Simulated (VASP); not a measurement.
# V in VASP: further runs, part 2 of 2

VASP 6.6.1.

**4. Single point, PBE, collinear spin, ferromagnetic start**

Input file INCAR:

```
  PREC = Accurate
  ENCUT = 900
  EDIFF = 1E-8
  ISMEAR = 0
  SIGMA = 0.1
  LREAL = F
  LASPH = T
  NELM = 100
  ALGO = Normal
  ISIF = 2
  LWAVE = F
  LCHARG = F
  ISPIN = 2
  MAGMOM = 2 2
  LORBIT = 11
  LMAXMIX = 4
  GGA = PE
  ADDGRID = F
```

Input file KPOINTS:

```
Automatic mesh
0
Gamma
  21 21 10
```

Input file POSCAR:

```
V
1.0
    2.6042941027      0.0000000000      0.0000000000
   -1.3021470513      2.2553848518      0.0000000000
    0.0000000000      0.0000000000      4.7233360000
V
2
Direct
    0.3610050000      0.6924900000      0.2406650000
    0.6997010000      0.3498080000      0.7667620000
```

Potentials or basis: VASP PAW PBE potentials, release 64 (V_sv).

The run is started by

```bash
cat potpaw_PBE.64/V_sv/POTCAR > POTCAR
mpirun -np 1 vasp_std > vasp.out
```

OUTCAR:

```text
PREC = Accurate
   ENCUT = 900
   EDIFF = 1E-8
   ISMEAR = 0
   LREAL = F
   LASPH = T
   NELM = 100
   ISIF = 2
   ISPIN = 2
   LORBIT = 11
   GGA = PE

 ion  position               nearest neighbor table
   1  0.361  0.692  0.241-   2 2.68   2 2.69   2 2.72   2 2.89   2 2.90
   2  0.700  0.350  0.767-   1 2.68   1 2.69   1 2.72   1 2.89   1 2.90

  LATTYP: Found a hexagonal cell.
 ALAT       =     2.6042941027
 C/A-ratio  =     1.8136722712

  Lattice vectors:

 A1 = (   2.6042941027,   0.0000000000,   0.0000000000)
 A2 = (  -1.3021470513,   2.2553848518,   0.0000000000)
 A3 = (   0.0000000000,   0.0000000000,   4.7233360000)

Analysis of symmetry for initial positions (statically):
=====================================================================
 Subroutine PRICEL returns:
 Original cell was already a primitive cell.

 Routine SETGRP: Setting up the symmetry group for a
 hexagonal supercell.

 Subroutine GETGRP returns: Found  2 space group operations
 (whereof  1 operations were pure point group operations)
[... 723 lines left out ...]

 Fermi energy:         9.7028422233

 spin component 2

 k-point     1 :       0.0000    0.0000    0.0000
  band No.  band energies     occupation
      1     -54.3323      1.00000
      2     -54.2147      1.00000
      3     -28.4433      1.00000
      4     -27.7826      1.00000
      5     -27.6637      1.00000
      6     -27.6617      1.00000
[... 517 lines left out ...]
     18      12.7570      0.00000
     19      12.8077      0.00000

 [... further k-points ...]
[... 5 lines left out ...]
  --------------------------------------------------------------------------------------
  -------------------------------------------------------------------------------------
  Total        0.1442545      0.3152120      0.1290401      0.1044545      0.0411786     -0.0523446
  in kB        8.3306805     18.2034535      7.4520471      6.0322327      2.3780592     -3.0228942
  external PRESSURE =      11.3287270 kB  Pullay stress =       0.0000000 kB

 VOLUME and BASIS-vectors are now :
 -----------------------------------------------------------------------------
  energy-cutoff  :      900.00
  volume of cell :       27.74
      direct lattice vectors                 reciprocal lattice vectors
     2.604294103  0.000000000  0.000000000     0.383981210  0.221691655  0.000000000
    -1.302147051  2.255384852  0.000000000     0.000000000  0.443383310  0.000000000
     0.000000000  0.000000000  4.723336000     0.000000000  0.000000000  0.211714771

 POSITION                                       TOTAL-FORCE (eV/Angst)
 -----------------------------------------------------------------------------------
      0.03844      1.56183      1.13674        -0.042364      0.032677      1.186187
      1.36673      0.78895      3.62167         0.042364     -0.032677     -1.186187
 -----------------------------------------------------------------------------------
    total drift:                               -0.000003     -0.000001      0.000002

  FREE ENERGIE OF THE ION-ELECTRON SYSTEM (eV)
  ---------------------------------------------------
  free  energy   TOTEN  =       -17.4150862442 eV

  energy  without entropy=      -17.3981442431  energy(sigma->0) =      -17.40661524

 total charge

# of ion       s       p       d       tot
------------------------------------------
    1        2.345   6.211   3.082  11.638
    2        2.345   6.211   3.082  11.638
--------------------------------------------------
tot          4.691  12.422   6.164  23.276

 magnetization (x)

# of ion       s       p       d       tot
------------------------------------------
    1       -0.000  -0.000  -0.000  -0.000
    2       -0.000  -0.000  -0.000  -0.000
--------------------------------------------------
tot         -0.000  -0.000  -0.000  -0.000
```

It took 73 min on 1 thread of Intel Xeon Platinum 8488C (Sapphire Rapids), shared host; peak memory 3.1 GiB.

Results:

```yaml
Free_energy: -17.4151 eV
Pressure: 1.1 GPa
Largest_force: 1.187 eV/Å
Band_gap_on_the_k_mesh: none (metal or under the smearing width)
Net_moment: 0.00 μB per cell
Valence_electrons_inside_the_program's_atomic_spheres: V 11.64
```

Forces in eV/Å, atoms in the order of the input:
```
V   -0.042  0.033  1.186
V    0.042 -0.033 -1.186
```

Stress tensor (GPa, compression positive):
```
 0.83  0.60 -0.30
 0.60  1.82  0.24
-0.30  0.24  0.75
```

Levels at points of the mesh, in eV from the Fermi level:
Spin up:
```tsv
k point	band 9	band 10	band 11	band 12	band 13	band 14	band 15	band 16	band 17	band 18
(0.00, 0.00, 0.00)	-6.85	-3.46	-0.70	-0.06	0.29	0.31	0.60	0.63	1.78	1.87
(0.00, 0.00, 0.50)	-5.17	-5.00	-1.35	-0.68	0.31	0.31	0.37	0.39	2.34	2.39
```
Spin down:
```
           k point  band 11  band 12  band 13  band 14  band 15  band 16
(0.00, 0.00, 0.00)    -0.70    -0.06     0.29     0.31     0.60     0.63
(0.00, 0.00, 0.50)    -1.35    -0.68     0.31     0.31     0.37     0.39
```

**5. For comparison**

An earlier run on the cell as given: functional PBE; potentials or basis VASP PAW PBE potentials, release 64 (V_sv); cutoff 520 eV; k mesh 12 × 12 × 6; occupations fermi-dirac, width 0.05 eV; collinear spin, ferromagnetic start; starting moments [2.0, 2.0] μB.

- Pressure: -0.3 GPa
- Band gap on the k mesh: none (metal or under the smearing width)
- Net moment: 0.00 μB per cell
- Valence electrons inside the program's atomic spheres: V 11.63

**6. Overview**

```tsv
cell	k mesh	cutoff (eV)	smearing	gap on the mesh (eV)	pressure (GPa)	moment (μB)
as given	12 × 12 × 6	520	fermi-dirac 0.05 eV	none	-0.3	0.00
as given	21 × 21 × 10	900	gaussian 0.1 eV	none	-0.2	0.00
grid = ENCUT=900 k=21x21x10 ISMEAR=0 SIGMA=0.1 PREC=Accurate EDIFF=1e-08 LREAL=False ADDGRID=False LASPH=True; atoms moved at random, drawn with an rms of 0.1 Å	21 × 21 × 10	900	gaussian 0.1 eV	none	1.1	0.00
```

Alike in all rows: task single point; level PBE; potentials or basis VASP PAW PBE potentials, release 64 (V_sv); spin collinear, ferromagnetic start.

Absolute energies hang on the potentials; compare differences alone.
